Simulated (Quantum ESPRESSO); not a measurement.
BaTiO3:

```
Ba Ti O
1.0
     4.00600    0.00000    0.00000
     0.00000    4.00600    0.00000
     0.00000    0.00000    4.00600
Ba Ti O
1 1 3
Direct
  0.50000 0.50000 0.50000
  0.00000 0.00000 0.00000
  0.00000 0.00000 0.50000
  0.00000 0.50000 0.00000
  0.50000 0.00000 0.00000
```

Base run:

```yaml
Program: Quantum ESPRESSO 7.5
Functional: WC
Potentials_or_basis: PseudoDojo 0.4.1 SR PBE standard
Cutoff: 1143 eV
Density_cutoff: 4572 eV
k_mesh: 6 × 6 × 6, shifted
Occupations: fermi-dirac, width 0.05 eV
Spin: no spin polarisation
```

Its results: pressure -3.8 GPa; electronic dielectric tensor (diagonal) 6.65.

**Question.** After a change of settings the same cell gave: pressure 8.0 GPa; electronic dielectric tensor (diagonal) 6.47. Which change was it?
A. functional from WC to PBE
B. functional from WC to BLYP
C. functional from WC to PBE; k mesh from 6 × 6 × 6, shifted to 4 × 4 × 4
D. functional from WC to PBEsol; potentials or basis from PseudoDojo 0.4.1 SR PBE standard to PseudoDojo 0.4.1 SR PBEsol standard

**Answer.** B.

BLYP binds less tightly than WC, so the same cell stands under more pressure.

Caveats: the potentials were made for another functional, which shifts forces and pressure; this release of the barium file is off; the cell is more than 3 GPa from zero pressure, which shifts response properties.
